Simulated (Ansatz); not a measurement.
Wanted: the native input for an Ansatz 0.2.0 run.

* Task: atomic charges
* Functional: revPBE
* Dispersion: D3(BJ)+ATM
* Potentials or basis: all-electron LAPW, scalar-relativistic
* Cutoff: 159 eV (chosen from the basis error)
* Basis error allowed: 0.001 eV/atom
* k mesh: 7 × 7 × 7
* Occupations: fermi-dirac, width 0.025 eV
* Spin: non-collinear spin, ferromagnetic start
* Starting moments: [[0.354, 0.354, 0.0]] μB
* Crystal symmetry: detect False
* Scf n extra bands: 16

Crystal: Pb.

```
Pb
1.0
    -0.02799    2.50467    2.46678
     2.45539   -0.03294    2.47173
     2.42010    2.47432    0.00235
Pb
1
Direct
  0.98534 0.98324 0.00953
```

The cell isn't the ideal one: cell strained at random.

These files were run (other wordings do the same):

input.yaml

```yaml
crystal:
  lattice:
    - [-0.027991, 2.504665, 2.466779]
    - [2.455394, -0.032939, 2.471727]
    - [2.420101, 2.47432, 0.002354]
  atoms:
    - { symbol: Pb, position: [-0.014657, -0.016764, 0.009529], spin: 0.501, spin_axis: [0.707107, 0.707107, 0.0] }
  symmetry: { detect: false }
kpoints:
  mp_grid: { grid: [7, 7, 7] }
scf:
  occupations: { method: fermi_dirac, width: 0.025 }
  n_extra_bands: 16
hamiltonian:
  xc: revpbe
  dispersion: d3bjatm
  pseudopotentials: { kind: all_electron, lapw: { basis_error: 0.001 } }
magnetization:
  noncollinear: true
output:
  forces: true
  stress: true
  eigenvalues: true
  populations: true
```

Potentials or basis: all-electron LAPW, scalar-relativistic.

Launch:

```sh
$ ansatz run input.yaml --threads 1 --pin off --max-ram 2560MiB --backend cpu --events-out ev --progress --plain --runs-dir out
```

Results of the run:

```json
{
  "Pressure": "0.4 GPa",
  "Band gap on the k mesh": "none (metal or under the smearing width)",
  "Net moment": "0.00 μB per cell",
  "Absolute moment": "0.00 μB per cell"
}
```

Caveat: the k mesh is thin for a metal, which can move the energy by tens of meV per atom; pairwise dispersion overbinds metals, which lowers pressure and volume; the starting moments weren't kept.

Run time: 2 min on 1 thread of AMD EPYC 9R45 96-Core Processor (Zen 5), with other jobs on the host, peak memory 1.2 GiB.
